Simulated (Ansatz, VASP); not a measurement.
Ba in VASP and in Ansatz

Contents of INCAR:

```
ALGO = Normal
EDIFF = 1E-7
ENCUT = 520
GGA = PE
ISIF = 2
ISMEAR = 0
LASPH = T
LCHARG = T
LELF = T
LREAL = F
LVHAR = T
LWAVE = F
NBANDS = 11
NELM = 100
PREC = Accurate
SIGMA = 0.1
```

The input KPOINTS:

```
k-points
0
Gamma
  12 12 12
```

Contents of POSCAR:

```
Ba
1.0
   -2.5313184457      2.5313184457      2.5313184457
    2.5313184457     -2.5313184457      2.5313184457
    2.5313184457      2.5313184457     -2.5313184457
Ba
1
Direct
    0.0000000000      0.0000000000      0.0000000000
```

Input for Ansatz:

```yaml
crystal:
  lattice:
    - [-2.5313184457, 2.5313184457, 2.5313184457]
    - [2.5313184457, -2.5313184457, 2.5313184457]
    - [2.5313184457, 2.5313184457, -2.5313184457]
  atoms:
    - { symbol: Ba, position: [0.0, 0.0, 0.0] }
basis:
  ecutwfc: 420
kpoints:
  mp_grid: { grid: [12, 12, 12] }
hamiltonian:
  xc: pbe
scf:
  occupations: { method: gaussian, width: 0.1 }
output:
  forces: true
  stress: true
  eigenvalues: true
```

Alike in both runs: task single point; functional PBE; k mesh 12 × 12 × 12; occupations gaussian, width 0.1 eV; no spin polarisation.

|  | VASP | Ansatz |
| --- | --- | --- |
| version | VASP 6.6.1 | Ansatz 0.2.0 |
| potentials or method | VASP PAW PBE potentials, release 64 (Ba_sv) | scalar-relativistic, plane waves, PAW |
| plane-wave cutoff (eV) | 520 | 420 |
| valence electrons in the cell | 10 | 10 |

|  | VASP | Ansatz | Ansatz less VASP |
| --- | --- | --- | --- |
| gap on the k mesh at the Fermi level (eV) | none | none | - |
| pressure (GPa) | -0.2 | -0.2 | -0.04 |

A gap of «none» marks a metal or a gap that the smearing closes. The functional is the same, so the differences come from potentials, cutoffs and numerics.

The runs have no spin-orbit coupling, so splittings on Ba are missing.
